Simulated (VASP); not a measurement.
# Tl (P6_3/mmc) in VASP: a series of runs

The runs below take Tl through single point, with PBEsol.

Everything below comes from runs of VASP 6.6.1. Logs are shortened: lines on timing, memory, paths and dates and some standing lists are left out, and cuts for length are marked.

## Step 1: The crystal as given

The structure is hexagonal, space group P6_3/mmc (No. 194). Conventional cell: a = 3.456 Å, b = 3.456 Å, c = 5.525 Å, α = 90.00°, β = 90.00°, γ = 120.00°. Around Tl (site symmetry -6m2) lie 12 Tl at 3.41 to 3.46 Å.

## Step 2: Single point, PBEsol

INCAR reads:

```
PREC = Accurate ; ENCUT = 450
EDIFF = 0.001 ; ISMEAR = 1
SIGMA = 0.1 ; LREAL = F
LASPH = T ; NELM = 100
ALGO = Normal ; ISIF = 2
LWAVE = F ; LCHARG = F
GGA = PS ; NBANDS = 20
ADDGRID = F
```

KPOINTS reads:

```
Automatic mesh
0
Gamma
  10 10 5
```

POSCAR reads:

```
Tl
1.0
    3.4560000000      0.0000000000      0.0000000000
   -1.7280000000      2.9929837955      0.0000000000
    0.0000000000      0.0000000000      5.5250000000
Tl
2
Direct
    0.6666666667      0.3333333333      0.7500000000
    0.3333333333      0.6666666667      0.2500000000
```

Potentials or basis: VASP PAW PBE potentials, release 64 (Tl_d).

Run with:

```
$ cat potpaw_PBE.64/Tl_d/POTCAR > POTCAR
$ mpirun -np 1 vasp_std > vasp.out
```

OUTCAR:

```text
PREC = Accurate
   ENCUT = 450
   EDIFF = 0.001
   ISMEAR = 1
   LREAL = F
   LASPH = T
   NELM = 100
   ISIF = 2
   GGA = PS

 Found     42 irreducible k-points:

 Following reciprocal coordinates:
            Coordinates               Weight
  0.000000  0.000000  0.000000      1.000000
  0.100000 -0.000000  0.000000      6.000000
  0.200000 -0.000000  0.000000      6.000000
  0.300000 -0.000000  0.000000      6.000000
  0.400000  0.000000  0.000000      6.000000
  0.500000  0.000000  0.000000      3.000000
   k-points           NKPTS =     42   k-points in BZ     NKDIM =     42   number of bands    NBANDS=     20
   number of dos      NEDOS =    301   number of ions     NIONS =      2
   total plane-waves  NPLWV =  23040
   dimension x,y,z NGX =    24 NGY =   24 NGZ =   40
   dimension x,y,z NGXF=    48 NGYF=   48 NGZF=   80
   ions per type =               2
   NGX,Y,Z   is equivalent  to a cutoff of  11.54, 11.54, 12.04 a.u.
   NGXF,Y,Z  is equivalent  to a cutoff of  23.09, 23.09, 24.07 a.u.
 SYSTEM =  unknown system
   PREC   = accura    normal or accurate (medium, high low for compatibility)
   ISTART =      0    job   : 0-new  1-cont  2-samecut
   ICHARG =      2    charge: 1-file 2-atom 10-const
   ISPIN  =      1    spin polarized calculation?
   LNONCOLLINEAR =      F non collinear calculations
   LSORBIT =      F    spin-orbit coupling
   LASPH  =      T    aspherical Exc in radial PAW
   ENCUT  =  450.0 eV  33.07 Ry    5.75 a.u.   5.98  5.98  9.56*2*pi/ulx,y,z
   NELM   =    100;   NELMIN=  2; NELMDL= -5     # of ELM steps
   EDIFF  = 0.1E-02   stopping-criterion for ELM
   LREAL  =      F    real-space projection
   EDIFFG = 0.1E-01   stopping-criterion for IOM
   NSW    =      0    number of steps for IOM
   IBRION =     -1    ionic relax: 0-MD 1-quasi-New 2-CG
   NFREE  =      0    steps in history (QN), initial steepest desc. (CG)
   ISIF   =      2    stress and relaxation
   ISYM   =      2    0-nonsym 1-usesym 2-fastsym
   POTIM  = 0.5000    time-step for ionic-motion
   TEBEG  =    0.0;   TEEND  =   0.0 temperature during run
   PSTRESS=    0.0 pullay stress
   NELECT =      26.0000    total number of electrons
   NUPDOWN=      -1.0000    fix difference up-down
   EMIN   =  10.00;   EMAX   =-10.00  energy-range for DOS
   EFERMI =   0.00;   METHOD = LEGACY
   ISMEAR =     1;   SIGMA  =   0.10  broadening in eV -4-tet -1-fermi 0-gaus
   EFERMI_NEDOS =   21; number of points for ismear=-14 and -15
   IALGO  =     38    algorithm
   IMIX   =      4    mixing-type and parameters
     AMIX     =   0.40;   BMIX     =  1.00
     AMIX_MAG =   1.60;   BMIX_MAG =  1.00
  volume/ion in A,a.u.               =      28.57       192.83
  Fermi-wavevector in a.u.,A,eV,Ry     =   1.259107  2.379366 21.569987  1.585349
  Thomas-Fermi vector in A             =   2.392683
   LORBIT       =      0    0 simple, 1 ext, 2 COOP (PROOUT), +10 PAW based schemes
   GGA     = PS    functional components
   LHFCALC =     F    Hartree Fock is set to
   AEXX    =    0.0000 exact exchange contribution
   IVDW    =     0    specifies the selected vdW correction
   LEPSILON=     F    determine dielectric tensor
   LRPA    =     F    only Hartree local field effects (RPA)
 non-spin polarized calculation
 Methfessel and Paxton  Order N= 1 SIGMA  =   0.10
  energy-cutoff  :      450.00
  volume of cell :       57.15
 maximum number of plane-waves:      1257
 NGX is ok and might be reduce to    24
   NGX = 11   NGY = 11   NGZ = 19

 number of electron      25.9999996 magnetization

 Free energy of the ion-electron system (eV)
  ---------------------------------------------------
  ext. energy  EPLUGINS =         0.00000000
  ---------------------------------------------------
  free energy    TOTEN  =        -5.24406009 eV

  energy without entropy =       -5.24307281  energy(sigma->0) =       -5.24373100

 E-fermi :   6.2963     XC(G=0): -10.3685

 val. band max:        6.2212296608   @ k =   0.3000   0.2000   0.4000
 cond. band min:       6.3022416204   @ k =   0.2000   0.2000   0.2000
 fundamental gap:      0.0810119596
 Fermi energy:         6.2963327085

 k-point     1 :       0.0000    0.0000    0.0000
  band No.  band energies     occupation
      1      -5.3504      2.00000
      2      -5.1140      2.00000
      3      -5.0945      2.00000
      4      -5.0945      2.00000
      5      -5.0402      2.00000
      6      -5.0402      2.00000
[... 12 lines left out ...]
     19      17.2007      0.00000
     20      17.3074      0.00000

 k-point     2 :       0.1000   -0.0000    0.0000
  band No.  band energies     occupation
      1      -5.3182      2.00000
      2      -5.1507      2.00000
      3      -5.0531      2.00000
      4      -5.0517      2.00000
      5      -5.0374      2.00000
      6      -5.0015      2.00000
[... 12 lines left out ...]
     19      17.1684      0.00000
     20      18.0374      0.00000

 k-point     3 :       0.2000   -0.0000    0.0000
  band No.  band energies     occupation
      1      -5.3118      2.00000
      2      -5.1479      2.00000
      3      -5.0764      2.00000
      4      -5.0616      2.00000
      5      -5.0427      2.00000
      6      -4.9482      2.00000
[... 12 lines left out ...]
     19      16.5217      0.00000
     20      17.8831      0.00000

 k-point     4 :       0.3000   -0.0000    0.0000
  band No.  band energies     occupation
      1      -5.3813      2.00000
      2      -5.1843      2.00000
      3      -5.1718      2.00000
      4      -5.0949      2.00000
      5      -4.9986      2.00000
      6      -4.8527      2.00000
[... 12 lines left out ...]
     19      15.5940      0.00000
     20      16.9439      0.00000

 k-point     5 :       0.4000    0.0000    0.0000
  band No.  band energies     occupation
      1      -5.4446      2.00000
      2      -5.2783      2.00000
      3      -5.2190      2.00000
      4      -5.1339      2.00000
      5      -4.9326      2.00000
      6      -4.9050      2.00000
[... 12 lines left out ...]
     19      14.8709      0.00000
     20      16.3620      0.00000

 k-point     6 :       0.5000    0.0000    0.0000
  band No.  band energies     occupation
      1      -5.4689      2.00000
      2      -5.3147      2.00000
      3      -5.2385      2.00000
      4      -5.1482      2.00000
      5      -4.9225      2.00000
      6      -4.9087      2.00000
[... 12 lines left out ...]
     19      14.6093      0.00000
     20      16.1662      0.00000

 [... further k-points ...]
[... 5 lines left out ...]
  --------------------------------------------------------------------------------------
  -------------------------------------------------------------------------------------
  Total        0.0337329      0.0337329      0.0404508      0.0000000      0.0000000      0.0000000
  in kB        0.9457024      0.9457024      1.1340386      0.0000000      0.0000000      0.0000000
  external PRESSURE =       1.0084811 kB  Pullay stress =       0.0000000 kB

 VOLUME and BASIS-vectors are now :
 -----------------------------------------------------------------------------
  energy-cutoff  :      450.00
  volume of cell :       57.15
      direct lattice vectors                 reciprocal lattice vectors
     3.456000000  0.000000000  0.000000000     0.289351852  0.167057370  0.000000000
    -1.728000000  2.992983795  0.000000000     0.000000000  0.334114739  0.000000000
     0.000000000  0.000000000  5.525000000     0.000000000  0.000000000  0.180995475

 POSITION                                       TOTAL-FORCE (eV/Angst)
 -----------------------------------------------------------------------------------
      1.72800      0.99766      4.14375        -0.000000     -0.000000      0.000000
     -0.00000      1.99532      1.38125         0.000000      0.000000      0.000000
 -----------------------------------------------------------------------------------
    total drift:                               -0.000000      0.000000     -0.000000

  FREE ENERGIE OF THE ION-ELECTRON SYSTEM (eV)
  ---------------------------------------------------
  free  energy   TOTEN  =        -5.2440600879 eV

  energy  without entropy=       -5.2430728113  energy(sigma->0) =       -5.24373100
```

It took 8.7 s on 1 thread of Intel Xeon Platinum 8488C (Sapphire Rapids), shared host; peak memory 0.17 GiB.

The run converged, but some of its settings lie outside the range that counts as converged, so its numbers aren't taken as properties of the crystal.

Results:

* Free energy: -5.2441 eV
* Pressure: 0.1 GPa
* Band gap on the k mesh: none (metal or under the smearing width)

Caveat: the PAW data sets were made with another functional, which shifts forces and pressure a little.

## Step 3: Single point, PBEsol

INCAR, as its differences from that of step 2:

```diff
@@ -1,3 +1,3 @@
 PREC = Accurate ; ENCUT = 450
-EDIFF = 0.001 ; ISMEAR = 1
+EDIFF = 1E-4 ; ISMEAR = 1
 SIGMA = 0.1 ; LREAL = F
```

KPOINTS is that of step 2.

POSCAR is that of step 2.

Potentials or basis: VASP PAW PBE potentials, release 64 (Tl_d).

Run with:

```
$ cat potpaw_PBE.64/Tl_d/POTCAR > POTCAR
$ mpirun -np 1 vasp_std > vasp.out
```

It took 10 s on 1 thread of Intel Xeon Platinum 8488C (Sapphire Rapids), shared host; peak memory 0.17 GiB.

The run converged, but some of its settings lie outside the range that counts as converged, so its numbers aren't taken as properties of the crystal.

What came out:

| Quantity | Value |
| --- | --- |
| Free energy | -5.2441 eV |
| Pressure | 0.2 GPa |
| Band gap on the k mesh | none (metal or under the smearing width) |

Caveat: the PAW data sets were made with another functional, which shifts forces and pressure a little.

## Step 4: Single point, PBEsol

INCAR, as its differences from that of step 3:

```diff
@@ -1,3 +1,3 @@
 PREC = Accurate ; ENCUT = 450
-EDIFF = 1E-4 ; ISMEAR = 1
+EDIFF = 1E-5 ; ISMEAR = 1
 SIGMA = 0.1 ; LREAL = F
```

KPOINTS is that of step 3.

POSCAR is that of step 3.

Potentials or basis: VASP PAW PBE potentials, release 64 (Tl_d).

Run with:

```
$ cat potpaw_PBE.64/Tl_d/POTCAR > POTCAR
$ mpirun -np 1 vasp_std > vasp.out
```

OUTCAR:

```text
PREC = Accurate
   ENCUT = 450
   EDIFF = 1E-5
   ISMEAR = 1
   LREAL = F
   LASPH = T
   NELM = 100
   ISIF = 2
   GGA = PS

 Found     42 irreducible k-points:

 Following reciprocal coordinates:
            Coordinates               Weight
  0.000000  0.000000  0.000000      1.000000
  0.100000 -0.000000  0.000000      6.000000
  0.200000 -0.000000  0.000000      6.000000
  0.300000 -0.000000  0.000000      6.000000
  0.400000  0.000000  0.000000      6.000000
  0.500000  0.000000  0.000000      3.000000
   k-points           NKPTS =     42   k-points in BZ     NKDIM =     42   number of bands    NBANDS=     20
   number of dos      NEDOS =    301   number of ions     NIONS =      2
   total plane-waves  NPLWV =  23040
   dimension x,y,z NGX =    24 NGY =   24 NGZ =   40
   dimension x,y,z NGXF=    48 NGYF=   48 NGZF=   80
   ions per type =               2
   NGX,Y,Z   is equivalent  to a cutoff of  11.54, 11.54, 12.04 a.u.
   NGXF,Y,Z  is equivalent  to a cutoff of  23.09, 23.09, 24.07 a.u.
 SYSTEM =  unknown system
   PREC   = accura    normal or accurate (medium, high low for compatibility)
   ISTART =      0    job   : 0-new  1-cont  2-samecut
   ICHARG =      2    charge: 1-file 2-atom 10-const
   ISPIN  =      1    spin polarized calculation?
   LNONCOLLINEAR =      F non collinear calculations
   LSORBIT =      F    spin-orbit coupling
   LASPH  =      T    aspherical Exc in radial PAW
   ENCUT  =  450.0 eV  33.07 Ry    5.75 a.u.   5.98  5.98  9.56*2*pi/ulx,y,z
   NELM   =    100;   NELMIN=  2; NELMDL= -5     # of ELM steps
   EDIFF  = 0.1E-04   stopping-criterion for ELM
   LREAL  =      F    real-space projection
   EDIFFG = 0.1E-03   stopping-criterion for IOM
   NSW    =      0    number of steps for IOM
   IBRION =     -1    ionic relax: 0-MD 1-quasi-New 2-CG
   NFREE  =      0    steps in history (QN), initial steepest desc. (CG)
   ISIF   =      2    stress and relaxation
   ISYM   =      2    0-nonsym 1-usesym 2-fastsym
   POTIM  = 0.5000    time-step for ionic-motion
   TEBEG  =    0.0;   TEEND  =   0.0 temperature during run
   PSTRESS=    0.0 pullay stress
   NELECT =      26.0000    total number of electrons
   NUPDOWN=      -1.0000    fix difference up-down
   EMIN   =  10.00;   EMAX   =-10.00  energy-range for DOS
   EFERMI =   0.00;   METHOD = LEGACY
   ISMEAR =     1;   SIGMA  =   0.10  broadening in eV -4-tet -1-fermi 0-gaus
   EFERMI_NEDOS =   21; number of points for ismear=-14 and -15
   IALGO  =     38    algorithm
   IMIX   =      4    mixing-type and parameters
     AMIX     =   0.40;   BMIX     =  1.00
     AMIX_MAG =   1.60;   BMIX_MAG =  1.00
  volume/ion in A,a.u.               =      28.57       192.83
  Fermi-wavevector in a.u.,A,eV,Ry     =   1.259107  2.379366 21.569987  1.585349
  Thomas-Fermi vector in A             =   2.392683
   LORBIT       =      0    0 simple, 1 ext, 2 COOP (PROOUT), +10 PAW based schemes
   GGA     = PS    functional components
   LHFCALC =     F    Hartree Fock is set to
   AEXX    =    0.0000 exact exchange contribution
   IVDW    =     0    specifies the selected vdW correction
   LEPSILON=     F    determine dielectric tensor
   LRPA    =     F    only Hartree local field effects (RPA)
 non-spin polarized calculation
 Methfessel and Paxton  Order N= 1 SIGMA  =   0.10
  energy-cutoff  :      450.00
  volume of cell :       57.15
 maximum number of plane-waves:      1257
 NGX is ok and might be reduce to    24
   NGX = 11   NGY = 11   NGZ = 19

 number of electron      25.9999996 magnetization

 Free energy of the ion-electron system (eV)
  ---------------------------------------------------
  ext. energy  EPLUGINS =         0.00000000
  ---------------------------------------------------
  free energy    TOTEN  =        -5.24406634 eV

  energy without entropy =       -5.24307772  energy(sigma->0) =       -5.24373680

 E-fermi :   6.2959     XC(G=0): -10.3686

 val. band max:        6.2208614330   @ k =   0.3000   0.2000   0.4000
 cond. band min:       6.3018353466   @ k =   0.2000   0.2000   0.2000
 fundamental gap:      0.0809739137
 Fermi energy:         6.2959199202

 k-point     1 :       0.0000    0.0000    0.0000
  band No.  band energies     occupation
      1      -5.3519      2.00000
      2      -5.1157      2.00000
      3      -5.0960      2.00000
      4      -5.0960      2.00000
      5      -5.0418      2.00000
      6      -5.0418      2.00000
[... 12 lines left out ...]
     19      17.2002      0.00000
     20      17.3071      0.00000

 k-point     2 :       0.1000   -0.0000    0.0000
  band No.  band energies     occupation
      1      -5.3198      2.00000
      2      -5.1523      2.00000
      3      -5.0548      2.00000
      4      -5.0533      2.00000
      5      -5.0390      2.00000
      6      -5.0032      2.00000
[... 12 lines left out ...]
     19      17.1682      0.00000
     20      18.0370      0.00000

 k-point     3 :       0.2000   -0.0000    0.0000
  band No.  band energies     occupation
      1      -5.3134      2.00000
      2      -5.1495      2.00000
      3      -5.0781      2.00000
      4      -5.0632      2.00000
      5      -5.0444      2.00000
      6      -4.9499      2.00000
[... 12 lines left out ...]
     19      16.5213      0.00000
     20      17.8828      0.00000

 k-point     4 :       0.3000   -0.0000    0.0000
  band No.  band energies     occupation
      1      -5.3828      2.00000
      2      -5.1860      2.00000
      3      -5.1733      2.00000
      4      -5.0966      2.00000
      5      -5.0004      2.00000
      6      -4.8544      2.00000
[... 12 lines left out ...]
     19      15.5937      0.00000
     20      16.9436      0.00000

 k-point     5 :       0.4000    0.0000    0.0000
  band No.  band energies     occupation
      1      -5.4461      2.00000
      2      -5.2799      2.00000
      3      -5.2205      2.00000
      4      -5.1356      2.00000
      5      -4.9343      2.00000
      6      -4.9067      2.00000
[... 12 lines left out ...]
     19      14.8706      0.00000
     20      16.3618      0.00000

 k-point     6 :       0.5000    0.0000    0.0000
  band No.  band energies     occupation
      1      -5.4704      2.00000
      2      -5.3163      2.00000
      3      -5.2400      2.00000
      4      -5.1499      2.00000
      5      -4.9243      2.00000
      6      -4.9105      2.00000
[... 12 lines left out ...]
     19      14.6090      0.00000
     20      16.1659      0.00000

 [... further k-points ...]
[... 5 lines left out ...]
  --------------------------------------------------------------------------------------
  -------------------------------------------------------------------------------------
  Total        0.0743529      0.0743529      0.0782969     -0.0000000     -0.0000000      0.0000000
  in kB        2.0844831      2.0844831      2.1950506     -0.0000000     -0.0000000      0.0000000
  external PRESSURE =       2.1213390 kB  Pullay stress =       0.0000000 kB

 VOLUME and BASIS-vectors are now :
 -----------------------------------------------------------------------------
  energy-cutoff  :      450.00
  volume of cell :       57.15
      direct lattice vectors                 reciprocal lattice vectors
     3.456000000  0.000000000  0.000000000     0.289351852  0.167057370  0.000000000
    -1.728000000  2.992983795  0.000000000     0.000000000  0.334114739  0.000000000
     0.000000000  0.000000000  5.525000000     0.000000000  0.000000000  0.180995475

 POSITION                                       TOTAL-FORCE (eV/Angst)
 -----------------------------------------------------------------------------------
      1.72800      0.99766      4.14375        -0.000000      0.000000      0.000000
     -0.00000      1.99532      1.38125         0.000000      0.000000      0.000000
 -----------------------------------------------------------------------------------
    total drift:                               -0.000000      0.000000     -0.000000

  FREE ENERGIE OF THE ION-ELECTRON SYSTEM (eV)
  ---------------------------------------------------
  free  energy   TOTEN  =        -5.2440663403 eV

  energy  without entropy=       -5.2430777210  energy(sigma->0) =       -5.24373680
```

stdout:

```text
POSCAR found type information on POSCAR Tl
 POSCAR found :  1 types and       2 ions
 scaLAPACK will be used
 -----------------------------------------------------------------------------
|                                                                             |
|                                                                             |
|     You enforced a specific xc type in the INCAR file but a different       |
|     I HOPE YOU KNOW WHAT YOU ARE DOING!                                     |
|                                                                             |
 -----------------------------------------------------------------------------

 LDA part: xc-table for (Slater+PW92), standard interpolation
 POSCAR, INCAR and KPOINTS ok, starting setup
 FFT: planning ... GRIDC
 FFT: planning ... GRID_SOFT
 FFT: planning ... GRID
 WAVECAR not read
 entering main loop
```

Run time: 9.9 s. Hardware: 1 thread of Intel Xeon Platinum 8488C (Sapphire Rapids), shared host; peak memory 0.17 GiB.

The run converged, but some of its settings lie outside the range that counts as converged, so its numbers aren't taken as properties of the crystal.

Results:

- Free energy: -5.2441 eV
- Pressure: 0.2 GPa
- Band gap on the k mesh: none (metal or under the smearing width)

Caveat: the PAW data sets were made with another functional, which shifts forces and pressure a little.
